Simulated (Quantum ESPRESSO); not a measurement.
## Ga: equation of state with LDA

The system is Ga.

```
Ga
1.0
     1.38300   -4.02650    0.00000
     1.38300    4.02650    0.00000
    -0.11745    0.00000    3.32993
Ga
2
Direct
  0.13100 0.86900 0.75000
  0.86900 0.13100 0.25000
```

This isn't the form of Ga at room conditions, which is orthorhombic.

| Quantity | Value |
| --- | --- |
| Program | Quantum ESPRESSO 7.5 |
| Task | equation of state |
| Functional | LDA |
| Potentials or basis | GBRV 1.5 LDA |
| Cutoff | 762 eV |
| Density cutoff | 6095 eV |
| k mesh | 10 × 10 × 8 |
| Occupations | fermi-dirac, width 0.05 eV |
| Spin | no spin polarisation |

* Equilibrium volume: 17.34 Å³/atom (rough: see the caveat)
* Bulk modulus at fixed shape and positions: 70 GPa (rough)

Energy against volume, from the lowest point:
| volume (Å³/atom) | energy (meV/atom) |
| --- | --- |
| 17.431 | 0.00 |
| 17.801 | 2.45 |
| 18.172 | 7.75 |
| 18.543 | 15.55 |
| 18.914 | 25.47 |
| 19.285 | 37.22 |
| 19.656 | 50.52 |

All runs of the series together: 4.4 min on 2 threads of AMD EPYC 9R45 96-Core Processor (Zen 5), on a shared host.

Caveat: the minimum lies outside the volumes run; the cell was scaled at fixed shape and fractional positions, which overstates the stiffness of a crystal with free parameters, most of all of layers and chains.
